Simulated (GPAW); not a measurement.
## KI (Fm-3m): birefringence under uniaxial strain

Cubic KI (Fm-3m) is strained along the cube axis z = [001] with x and y held fixed, and the static electronic response is computed along x and z.

The structure is cubic, space group Fm-3m (No. 225). Conventional cell: a = 7.066 Å, b = 7.066 Å, c = 7.066 Å, α = 90.00°, β = 90.00°, γ = 90.00°. Around I on site b lie 6 K at 3.53 Å. Around K on site a lie 6 I at 3.53 Å.

Method: GPAW 26.7.0, PBE, RPA, k-mesh 9×9×9, local fields up to 50 eV, Lorentzian half width 0.15 eV.

Launch of the response step: `OMP_NUM_THREADS=1 python df.py`. The series took 20.7 min in all, its band step included, on 1 thread of Arm Neoverse V2, on a shared host.

```tsv
strain along z (%)	ε∞ along x	ε∞ along z	ε_z − ε_x
-2.0	?	?	?
-1.0	2.6264	2.6331	+0.0067
+0.0	2.6147	2.6147	+0.0000
+1.0	2.6028	2.5962	-0.0066
+2.0	2.5910	2.5778	-0.0132
+3.0	2.5797	2.5601	-0.0196
```

To first order the splitting is linear in the strain, ε_z − ε_x = −ε² (p₁₁ − p₁₂) · strain.

Working, on the rows shown:

| x = strain | y = ε_z − ε_x |
| --- | --- |
| -0.01 | 0.0067 |
| 0 | 0 |
| 0.01 | -0.0066 |
| 0.02 | -0.0132 |
| 0.03 | -0.0196 |

Means: x̄ = 0.01, ȳ = -0.00654. Σ(x − x̄)(y − ȳ) = -0.000658, Σ(x − x̄)² = 0.001. Slope = -0.000658 / 0.001 = -0.658; intercept = ȳ − slope · x̄ = 4.0000e-05. The line misses the rows shown by at most 1.0e-04.

Task: Predict the last column of the withheld row from the fit.

Result: At x = -0.02 the line gives y = 0.0132. The run gave +0.0135, so the extrapolation is off by 0.0003, 0.9 % of the range in the table.

Between the rows on either side of x = 0 the slope is (-0.0066 − 0.0067) / (0.01 − (-0.01)) = -0.665. So p₁₁ − p₁₂ = +0.66 / 2.61² = +0.097, and 1 % of strain gives n_z − n_x = -0.0021. These are long-wavelength values at fixed fractional positions; over small gaps they hang strongly on the gap. Excitons are left out; PBE gaps are as a rule too small. The values come from a sum over the points of one k-mesh and carry its error, which grows as the direct gap shrinks. Spin-orbit coupling is left out.

[Logs are printed without paths, hosts, clocks, repeated set-up lines and the standing remarks that a program may print on its own settings, such as how far it seeks lower states.]
